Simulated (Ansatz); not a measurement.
## BP under changes of volume

One of the cells (11.682 Å³/atom); the others are scaled copies at fixed shape and fractional positions:

```
P B
1.0
     0.00000    2.26900    2.26900
     2.26900    0.00000    2.26900
     2.26900    2.26900    0.00000
P B
1 1
Direct
  0.75000 0.75000 0.75000
  0.00000 0.00000 0.00000
```

| Quantity | Value |
| --- | --- |
| Program | Ansatz 0.2.0 |
| Functional | r2SCAN |
| Dispersion | rVV10 |
| Potentials or basis | Ansatz PAW |
| Cutoff | 500 eV (not typed: the program's choice for these potentials) |
| k mesh | 10 × 10 × 10 |
| Occupations | fermi-dirac, width 0.05 eV |
| Spin | no spin polarisation |

| volume (Å³/atom) | energy over the lowest point (meV/atom) | pressure (GPa) | gap on the mesh (eV) |
| --- | --- | --- | --- |
| 10.981 | 20.83 | 10.9 | 1.31 |
| 11.214 | 8.12 | 6.6 | 1.33 |
| 11.448 | 1.36 | 2.7 | 1.36 |
| 11.682 | 0.00 | -0.8 | 1.39 |
| 11.915 | 3.56 | -4.0 | 1.41 |
| 12.149 | ? | ? | ? |
| 12.383 | 23.67 | -9.6 | 1.46 |

**Question.** What does the run at 12.149 Å³/atom give?

**Answer.** Energy over the lowest point 11.59 meV/atom; pressure -6.9 GPa; gap on the mesh 1.44 eV.

Worked out: A Birch-Murnaghan fit of order 3 (a polynomial in V^(-2/3)) to the other rows has its minimum at 11.63 Å³/atom with B0 = V·E''(V) = 171 GPa and B' = 3.9. It gives 11.59 meV/atom at 12.149 Å³/atom, against the run's 11.59, and -dE/dV = -6.9 GPa, against -6.9. A straight line through the other rows of the gap, of slope 1.27 eV per unit of ln V, gives 1.44 eV, against the run's 1.44.

Energies are extrapolated to zero smearing.

Caveats: the PAW data sets come from PBE, with cores solved anew for the run's functional, which leaves a small shift of forces and pressure.

A mesh can miss the band edges.
